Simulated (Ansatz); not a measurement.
# SrCl2: the cost of one run

Method: DFT PBE, scalar-relativistic, plane waves, PAW, in Ansatz 0.2.0.

### 1 The starting structure

It takes space group Fm-3m (No. 225, cubic). The conventional cell has a = 6.971 Å, b = 6.971 Å, c = 6.971 Å, α = 90.00°, β = 90.00°, γ = 90.00°. Sr (site symmetry m-3m) has 8 Cl at 3.02 Å as nearest neighbours. Around Cl (site symmetry -43m) lie 4 Sr at 3.02 Å.

Coordinates:

```
Sr Cl
1.0
     0.00000    3.48550    3.48550
     3.48550    0.00000    3.48550
     3.48550    3.48550    0.00000
Sr Cl
1 2
Direct
  0.00000 0.00000 0.00000
  0.25000 0.25000 0.25000
  0.75000 0.75000 0.75000
```

No relaxation comes first: the listed cell is the starting point.

### 2 The scan: energy and stress against strain

The cell is strained by ε times the Voigt pattern (1, -1, 0, 0, 0, 0) (xx, yy, zz, yz, xz, xy; engineering shear), with fractional coordinates fixed (clamped ions). The stress on the pattern is the sum of the stress components weighted by it, tension positive.

### 3 At ε = -0.0400

input.yaml

```yaml
crystal:
  lattice:
    - [0.0, 3.62492, 3.4855]
    - [3.34608, 0.0, 3.4855]
    - [3.34608, 3.62492, 0.0]
  atoms:
    - { symbol: Sr, position: [0.0, 0.0, 0.0] }
    - { symbol: Cl, position: [0.25, 0.25, 0.25] }
    - { symbol: Cl, position: [0.75, 0.75, 0.75] }
basis:
  ecutwfc: 420
kpoints:
  mp_grid: { grid: [6, 6, 6] }
hamiltonian:
  xc: pbe
scf:
  occupations: { method: gaussian, width: 0.05 }
output:
  forces: true
  stress: true
  eigenvalues: true
```

The run is started by

```sh
$ ansatz run input.yaml --threads 1 --pin off --max-ram 1228MiB --backend cpu --events-out ev --progress --plain --runs-dir out
```

**Question.** How long does this run take on 1 thread of an x86-64 CPU, shared host, and how much memory does it need?

About 4.1 s, with a peak of 0.41 GiB.
